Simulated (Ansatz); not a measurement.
**ZnO (rocksalt type): optical response by level**

How does ZnO (rocksalt type) absorb light if electrons and holes don't interact? Plan: HSE06 for the gap; optics with PBE on 10×10×10; optics with r2SCAN on 10×10×10; optics with LDA on 10×10×10; optics with PBE and scissors to the HSE06 gap on 10×10×10.

Method: plane waves, PAW; no local fields, no excitons, in Ansatz 0.2.0.

## 1. Starting point

The structure is cubic, space group Fm-3m (No. 225). Conventional cell: a = 4.268 Å, b = 4.268 Å, c = 4.268 Å, α = 90.00°, β = 90.00°, γ = 90.00°. Zn (site symmetry m-3m) is surrounded by 6 O at 2.13 Å. O (site symmetry m-3m) has 6 Zn at 2.13 Å as nearest neighbours.

Coordinates:

```cif
data_structure
_symmetry_space_group_name_H-M 'P 1'
_symmetry_Int_Tables_number 1
_cell_length_a 3.0176
_cell_length_b 3.0176
_cell_length_c 3.0176
_cell_angle_alpha 60.000
_cell_angle_beta 60.000
_cell_angle_gamma 60.000
_cell_volume 19.43
loop_
_atom_site_label
_atom_site_type_symbol
_atom_site_fract_x
_atom_site_fract_y
_atom_site_fract_z
_atom_site_occupancy
Zn1 Zn 0.00000 0.00000 0.00000 1
O1 O 0.50000 0.50000 0.50000 1
```

Cell and atoms come from an earlier r2SCAN relaxation.

## 2. HSE06 levels at special points

Contents of input.yaml:

```yaml
crystal:
  lattice:
    - [0.0, 2.1337703963, 2.1337703963]
    - [2.1337703963, 0.0, 2.1337703963]
    - [2.1337703963, 2.1337703963, 0.0]
  atoms:
    - { symbol: Zn, position: [0.0, 0.0, 0.0] }
    - { symbol: O, position: [0.5, 0.5, 0.5] }
kpoints:
  mp_grid: { grid: [6, 6, 6] }
  band_path:
    path:
      - [0.0, 0.0, 0.0]
      - [0.5, 0.0, 0.5]
      - [0.625, 0.25, 0.625]
      - [0.375, 0.375, 0.75]
      - [0.5, 0.5, 0.5]
      - [0.5, 0.25, 0.75]
      - [0.0, 0.0, 0.5]
    npoints: 1
hamiltonian:
  xc: hse06
scf:
  occupations: { method: fixed }
  n_extra_bands: 4
output:
  forces: true
  stress: true
  eigenvalues: true
```

On the command line:

```console
$ ansatz run input.yaml --threads 4 --pin off --max-ram 3686MiB --backend cpu --events-out ev --progress --plain --runs-dir out
```

Log, cut to the lines that bear on the results:

```text
Warning: output.stress: scf.convergence.dr2_threshold = 1e-7 eV (the SCF's general default) is looser than the 2e-10 eV advised for a printed stress (1e-10 eV for each atom of the cell: 2). What an SCF threshold leaves in a stress goes as its square root, and in the free energy as the [...]
Warning: output.stress: scf.exx.energy_threshold = 1e-6 eV is looser than the 2e-8 eV advised for a stress under a hybrid functional (1e-8 eV for each atom of the cell: 2). Every SCF of the exchange loop can meet its threshold on dr2 while the loop round them stops early: no threshold on [...]
Warning: RAYON_NUM_THREADS=4 ignored (pool sized by the plan → 4); use --threads N
scf.n_extra_bands = 4 over 9 filled bands (N_el = 18.0): the run solves 13 bands
[...]
Pseudopotentials: kind: paw
Pseudopotential: Zn, paw, valence charge 12, recommended cutoff 420 eV (normal), Zn.paw.azcp
Pseudopotential: O, paw, valence charge 6, recommended cutoff 420 eV (normal), O.paw.azcp
Functional definition: HSE06
[...]
davidson cushion auto → on  (no smearing: the cushion is to keep the highest requested band from converging to the state above it; pin scf.eigensolver.cushion to override)
Crystal: 2 atoms, lattice volume = 19.430 Å³
Basis set: ecut = 420 eV, 339 PW (Γ), exchange–correlation on 48×48×48 points (8 copies of the dense FFT grid, shifted against one another)
Bands: 13, of which v1, the nominal top of the filled ones, is band 9 counted from 1 (8 counted from 0)
Symmetry: 48 space group operations
Space group: Fm-3m (ITA 225), of the structure as read, at distance tolerance 2.7e-5 Å
k-points: 16 of 216
[...]
SCF iter   1: F=—  HF=-3886.524836 eV  |F-HF|=—  |Δ(HF+E_count)|=         —  Δρ=3.59e-3  dr2=1.25e-3  ethr=1.77e-3  ⟨swp⟩=8.2  Hψ=1044  notcnv=0
[...]
SCF 1 stopped early in 3 iterations: F = -3886.524425 eV  dr2 = 7.73e-6
[...]
Frozen-core exchange: fock
[...]
SCF 2 stopped early in 7 iterations: F = -3886.441151 eV  dr2 = 3.39e-6
hybrid outer 1: dexx = +1.228e-2 eV, tail = 4.70e-5 eV
[...]
Frozen-core exchange: fock
[...]
SCF iter   4: F=-3886.440458 eV  HF=-3886.440458 eV  |F-HF|=5.67e-10  |Δ(HF+E_count)|=   9.47e-9  Δρ=3.77e-6  dr2=2.09e-9  ethr=1.93e-10  ⟨swp⟩=3.0  Hψ=557  notcnv=0
[...]
hybrid outer 2: dexx = +7.361e-7 eV, tail = 1.91e-8 eV, Δε = 5.91e-3 eV (about 1.46e-4 eV left of the loop's levels)
NSCF: frozen V_eff on 7 k-points
hybrid SCF converged: 2 outer / 11 inner (+3 warm-up), last move |dexx| = 7.36e-7 eV, tail = 1.91e-8 eV
Stability not checked: this state was not tested for a lower state beside it, because the functional holds exact exchange (a hybrid, or Hartree-Fock), whose exchange loop this test does not read (fock_operator; see scf.lower_state_search)
Free energy (F): -3886.440458 eV
Frozen-core exchange: fock
[...]
E sigma→0 (E₀):  -3886.440458 eV
Fermi energy:    8.863287 eV
[...]
--- Forces (eV/Å), atoms counted from 1 ---
  atom   1  Zn     0.00000000    -0.00000000     0.00000000
  atom   2  O      0.00000000    -0.00000000     0.00000000
[...]
--- Stress (GPa, compression-positive) ---
        0.906237      -0.000000      -0.000000
       -0.000000       0.906237      -0.000000
        0.000000       0.000000       0.906237
  P = ⅓ Tr σ = 0.9062 GPa (9.062 kbar)
--- Band table (eV; the first three rows and the last of 16) ---
  k-point 0: bands = ["-11.2048", "2.8049", "2.8049", "2.8049", "2.9243", "2.9243", "7.6428", "7.6428", "7.6428", "11.6046", "28.9046", "28.9046", "28.9046"]
[...]
```

Run time: 13 s. Hardware: 4 threads of Arm Neoverse V1, shared host; peak memory 0.71 GiB.

HSE06 puts the least direct gap over the mesh and the named points at 3.962 eV, and the least gap at 2.741 eV.

## 3. Optics, PBE

Contents of input.yaml:

```yaml
crystal:
  lattice:
    - [0.0, 2.1337703963, 2.1337703963]
    - [2.1337703963, 0.0, 2.1337703963]
    - [2.1337703963, 2.1337703963, 0.0]
  atoms:
    - { symbol: Zn, position: [0.0, 0.0, 0.0] }
    - { symbol: O, position: [0.5, 0.5, 0.5] }
kpoints:
  mp_grid: { grid: [10, 10, 10] }
hamiltonian:
  xc: pbe
scf:
  occupations: { method: fixed }
output:
  optics: { e_range: [0, 12], de: 0.05, sigma: 0.1 }
```

On the command line:

```console
$ ansatz run input.yaml --threads 4 --pin off --max-ram 3686MiB --backend cpu --events-out ev --progress --plain --runs-dir out
```

Log:

```text
Warning: RAYON_NUM_THREADS=4 ignored (pool sized by the plan → 4); use --threads N
Engine: ansatz 0.2.0, aarch64-unknown-linux-gnu
[... 3 set-up lines as earlier in the session ...]
Functional definition: PBE
  parameter kappa = 0.804
  parameter beta = 0.06672455060314922
  exchange = pbe_x(kappa = kappa, mu = beta*pi^2/3)
  correlation = pbe_c(beta = beta)
Crystal: 2 atoms, lattice volume = 19.430 Å³
Basis set: ecut = 420 eV, 339 PW (Γ)
Bands: 13, of which v1, the nominal top of the filled ones, is band 9 counted from 1 (8 counted from 0)
[... 2 set-up lines as earlier in the session ...]
k-points: 47 of 1000
Non-local potential: Zn, projectors of the file, l = 0: 2, l = 1: 2, l = 2: 3, l = 3: 1
Non-local potential: O, projectors of the file, l = 0: 2, l = 1: 2, l = 2: 1
PAW form: soft (Blöchl's): semilocal exchange-correlation on the pseudo side does not see the compensation charge
PAW one-centre angular grid: Zn, 590 points (default); XC on 64 Gauss nodes
PAW one-centre angular grid: O, 110 points (default); XC on 64 Gauss nodes
Initial density: superposition of atomic densities (neutral atoms: chi_scale 0, normalization atom), corrected by the library's trained network
Initial wavefunctions: pseudopotential atomic-orbital guess
Functional: x = pbe(κ = 0.804, μ = 0.2195149727645171), c = pbe(β = 0.06672455060314922)
SCF iter   1: F=—  HF=-3886.520147 eV  |F-HF|=—  |Δ(HF+E_count)|=         —  Δρ=1.75e-3  dr2=2.59e-4  ethr=1.77e-3  ⟨swp⟩=4.6  Hψ=2991  notcnv=0  defer=77
preconditioner: auto → none  [insulator: Δε(μ)=0.956 eV  Ē_g=16.063 eV  n_scr=8 (ndim 8)  ℏωp=35.7 eV  f_vac=0.000  ε∞_Penn≈6.0]
SCF iter   2: F=—  HF=-3886.520599 eV  |F-HF|=—  |Δ(HF+E_count)|=   4.52e-4  Δρ=4.93e-4  dr2=1.35e-5  ethr=1.44e-6  ⟨swp⟩=2.1  Hψ=1527  notcnv=0  defer=92
SCF iter   3: F=—  HF=-3886.520602 eV  |F-HF|=—  |Δ(HF+E_count)|=   3.09e-6  Δρ=3.22e-4  dr2=7.69e-6  ethr=7.52e-8  ⟨swp⟩=2.0  Hψ=1016  notcnv=0  defer=50
SCF iter   4: F=—  HF=-3886.520628 eV  |F-HF|=—  |Δ(HF+E_count)|=   2.57e-5  Δρ=2.78e-4  dr2=1.23e-5  ethr=4.27e-8  ⟨swp⟩=2.0  Hψ=1034  notcnv=0  defer=3
SCF iter   5: F=—  HF=-3886.520625 eV  |F-HF|=—  |Δ(HF+E_count)|=   2.87e-6  Δρ=4.62e-5  dr2=4.25e-7  ethr=4.27e-8  ⟨swp⟩=2.1  Hψ=801  notcnv=0
SCF iter   6: F=—  HF=-3886.520624 eV  |F-HF|=—  |Δ(HF+E_count)|=   7.20e-7  Δρ=1.26e-5  dr2=2.23e-8  ethr=2.36e-9  ⟨swp⟩=2.0  Hψ=811  notcnv=0
SCF iter   7: F=—  HF=-3886.520624 eV  |F-HF|=—  |Δ(HF+E_count)|=   1.82e-9  Δρ=5.96e-7  dr2=1.69e-11  ethr=1.24e-10  ⟨swp⟩=2.4  Hψ=1025  notcnv=0
SCF iter   8: F=-3886.520624 eV  HF=-3886.520624 eV  |F-HF|=9.09e-13  |Δ(HF+E_count)|=  2.36e-11  Δρ=8.44e-8  dr2=4.65e-13  ethr=1.00e-12  ⟨swp⟩=3.2  Hψ=1743  notcnv=0
SCF 1 converged in 8 iterations: F = -3886.520624 eV  dr2 = 4.65e-13
Optics k sum: 0 of 47 k-points
[...]
NSCF: frozen V_eff on 1 k-points
NSCF: frozen V_eff on 1 k-points
SCF converged after 8 iterations
Free energy (F): -3886.520624 eV
Harris-Foulkes:  -3886.520624 eV  (|F-HF|=9.09e-13)
Internal energy: -3886.520624 eV  (E = F + TS)
E sigma→0 (E₀):  -3886.520624 eV
Fermi energy:    10.196406 eV
--- Per-component energies (eV) ---
  E_band       = 83.195937
  E_kinetic    = 306.992760
  E_local      = -1702.554949  (includes V_loc(G=0)·N_el)
  E_nonlocal   = 669.848991
  E_hartree    = 699.014683
  E_xc         = -210.203114
  E_vxc        = -145.353968  (∫ρ·V_xc dr)
  E_paw        = -1992.544252  (= ΣΔE_a)
  E_vpaw       = -443.768164  (= ΣTr[D̂ρ^β])
  E_aug_tail   = 0.001906  (compensation charges beyond the density's cutoff)
  E_ewald      = -1657.076649
  E_smearing   = -0.000000  (= −TS)
  E_closure    = -0.000000  (closes the sum)
  Σ components = -3886.520624   (vs F -3886.520624, Δ=0.00e0)
--- Band table (eV; the first three rows and the last of 47) ---
  k-point 0: bands = ["-8.4566", "5.2930", "5.2930", "5.2930", "5.5094", "5.5094", "8.7957", "8.7957", "8.7957", "11.1460", "28.1679", "28.1679", "28.1679"]
  k-point 1: bands = ["-8.3449", "5.2109", "5.2759", "5.2759", "5.4178", "5.4178", "7.9634", "8.9592", "8.9592", "12.0786", "25.3278", "27.4740", "27.4740"]
  k-point 2: bands = ["-8.0361", "4.8013", "4.9976", "4.9976", "5.4642", "5.4642", "6.9408", "9.3443", "9.3443", "13.5522", "22.7061", "25.9074", "25.9074"]
  k-point 46: bands = ["-6.8650", "4.5290", "4.5996", "4.6336", "5.8364", "6.0487", "6.5002", "6.9604", "8.0235", "16.7790", "20.7453", "20.7849", "22.7581"]
```

Wall time 2.6 s (4 threads of Arm Neoverse V1, shared host); peak memory 0.43 GiB.

optics.tsv begins:

```
# eps_inf(xx yy zz) = 5.401332 5.401332 5.401332
# eps_inf_bands = all
# eps_inf_summed_bands(xx yy zz) = 5.024729 5.024729 5.024729
# eps_inf_completed(xx yy zz) = 5.401332 5.401332 5.401332
# eps2_relative_error = 0.0020
# eps_inf_relative_error = 0.0043
# f_sum_n_eff(xx yy zz) = 4.797186 4.797186 4.797186 of n_electrons = 18.000000
# n_bands = 13
# valid_up_to_ev = 12.573536
# least_direct_gap_ev = 2.350284e0 at k(fractional) = 0.000000 0.000000 0.000000, k_point = 0, channel = 0, bands = 8 9 (counted from 0)
```

The dielectric function from optics.tsv (isotropic), one row in 5 (narrow peaks fall between the rows):

```csv
E (eV),ε₂ xx,ε₁ xx
2.10,0.00,5.87
2.35,0.23,6.52
2.60,1.00,6.56
2.85,1.41,6.42
3.10,1.70,6.28
3.35,1.94,6.16
3.60,2.17,6.06
3.85,2.38,5.95
4.10,2.57,5.84
4.35,2.76,5.75
4.60,2.93,5.68
4.85,3.13,5.64
5.10,3.39,5.70
5.35,4.03,5.93
5.60,5.07,4.63
5.85,4.47,3.81
6.10,3.97,3.57
6.35,3.58,3.62
6.60,3.29,3.90
6.85,3.12,4.53
7.10,3.77,6.42
7.35,7.99,5.77
7.60,7.86,1.44
7.85,5.99,0.19
8.10,4.50,-0.04
8.35,3.49,0.28
8.60,2.93,1.02
8.85,2.90,1.36
9.10,2.95,1.67
9.35,3.04,1.87
9.60,3.39,1.96
9.85,3.63,1.66
10.10,3.62,1.25
10.35,3.32,0.97
10.60,2.83,0.89
10.85,2.48,1.17
11.10,2.37,1.58
11.35,2.47,1.94
11.60,2.70,2.30
11.85,3.27,2.59
```

The columns hold the bands summed alone, whose ε₁ at zero energy is 5.02, below the completed ε∞ of 5.40.

Tallest peaks of ε₂: 5.1 at 5.55 eV, 8.8 at 7.45 eV, 3.7 at 10.00 eV.

## 4. Optics, r2SCAN

Changes to input.yaml since step 3:

```diff
@@ -11,3 +11,3 @@
 hamiltonian:
-  xc: pbe
+  xc: r2scan
 scf:
```

On the command line:

```console
$ ansatz run input.yaml --threads 4 --pin off --max-ram 3686MiB --backend cpu --events-out ev --progress --plain --runs-dir out
```

Log, cut to the lines that bear on the results:

```text
Warning: RAYON_NUM_THREADS=4 ignored (pool sized by the plan → 4); use --threads N
[...]
[... 1 set-up line as earlier in the session ...]
Pseudopotential: Zn, paw, valence charge 12, recommended cutoff 500 eV (meta_gga), Zn.paw.azcp
Pseudopotential: O, paw, valence charge 6, recommended cutoff 500 eV (meta_gga), O.paw.azcp
Functional definition: r2SCAN
[...]
Crystal: 2 atoms, lattice volume = 19.430 Å³
Basis set: ecut = 500 eV, 531 PW (Γ), exchange–correlation on 96×96×96 points (64 copies of the dense FFT grid, shifted against one another)
Bands: 13, of which v1, the nominal top of the filled ones, is band 9 counted from 1 (8 counted from 0)
[... 2 set-up lines as earlier in the session ...]
k-points: 47 of 1000
[...]
SCF iter   1: F=—  HF=-3894.710325 eV  |F-HF|=—  |Δ(HF+E_count)|=         —  Δρ=2.36e-2  dr2=5.23e-2  dr2_τ=4.80e-2  ethr=1.77e-3  ⟨swp⟩=4.9  Hψ=3070  notcnv=0  defer=82
[...]
SCF iter   8: F=-3894.720338 eV  HF=-3894.720338 eV  |F-HF|=4.55e-12  |Δ(HF+E_count)|=  2.69e-10  Δρ=2.60e-7  dr2=5.48e-12  dr2_τ=1.11e-12  ethr=1.00e-12  ⟨swp⟩=5.5  Hψ=2515  notcnv=0
[...]
NSCF: frozen V_eff on 1 k-points
NSCF: frozen V_eff on 1 k-points
SCF converged after 8 iterations
Free energy (F): -3894.720338 eV
[...]
E sigma→0 (E₀):  -3894.720338 eV
Fermi energy:    9.813807 eV
[...]
--- Band table (eV; the first three rows and the last of 47) ---
  k-point 0: bands = ["-9.7759", "4.8631", "4.8631", "4.8631", "5.0631", "5.0631", "8.3757", "8.3757", "8.3757", "11.3810", "28.6365", "28.6365", "28.6365"]
[...]
```

It took 5.2 s on 4 threads of Arm Neoverse V1, shared host; peak memory 0.5 GiB.

optics.tsv begins:

```
# eps_inf(xx yy zz) = 4.682240 4.682240 4.682240
# eps_inf_bands = all
# eps_inf_summed_bands(xx yy zz) = 4.319855 4.319855 4.319855
# eps_inf_completed(xx yy zz) = 4.682240 4.682240 4.682240
# eps2_relative_error = 0.0021
# eps_inf_relative_error = 0.0044
# f_sum_n_eff(xx yy zz) = 4.910760 4.910760 4.910760 of n_electrons = 18.000000
# n_bands = 13
# valid_up_to_ev = 13.505061
# least_direct_gap_ev = 3.005266e0 at k(fractional) = 0.000000 0.000000 0.000000, k_point = 0, channel = 0, bands = 8 9 (counted from 0)
```

The dielectric function from optics.tsv (isotropic), one row in 12 (narrow peaks fall between the rows):

```tsv
E (eV)	ε₂ xx	ε₁ xx
2.75	0.00	5.20
3.35	1.02	5.78
3.95	1.64	5.52
4.55	2.08	5.30
5.15	2.44	5.13
5.75	2.85	5.11
6.35	4.33	4.20
6.95	3.35	3.37
7.55	2.83	3.97
8.15	7.49	5.02
8.75	4.71	0.28
9.35	2.60	0.91
9.95	2.73	1.75
10.55	3.28	1.94
11.15	3.12	1.08
11.75	2.26	1.30
```

The columns hold the bands summed alone, whose ε₁ at zero energy is 4.32, below the completed ε∞ of 4.68.

Tallest peaks of ε₂: 4.4 at 6.30 eV, 7.8 at 8.20 eV, 3.4 at 10.80 eV.

[end of part 1 of 2]
